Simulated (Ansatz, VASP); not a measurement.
One calculation of Te, two programs

```
Te
1.0
     1.96475   -1.13435    4.13551
     0.00000    2.26870    4.13551
    -1.96475   -1.13435    4.13551
Te
2
Direct
  0.25000 0.25000 0.25000
  0.75000 0.75000 0.75000
```

Alike in both runs: functional PBE; k mesh 11 × 11 × 11; occupations fermi-dirac, width 0.1 eV; no spin polarisation.

Ansatz relaxed the structure, and its values are those at the end. VASP's run is a single point on that final structure, the one shown.

|  | VASP | Ansatz |
| --- | --- | --- |
| version | VASP 6.6.1 | Ansatz 0.2.0 |
| potentials or method | VASP PAW PBE potentials, release 64 (Te) | PAW with Ansatz's default frozen-core files, scalar-relativistic |
| plane-wave cutoff (eV) | 520 | 420 |
| valence electrons in the cell | 12 | 32 |

|  | VASP | Ansatz | Ansatz less VASP |
| --- | --- | --- | --- |
| pressure (GPa) | 9.0 | 9.0 | +0.03 |

With one functional, cell and mesh, what is left measures potentials, basis and numerics. The two sets of potentials don't hold the same shells in valence.

The runs have no spin-orbit coupling, so splittings on Te are missing.
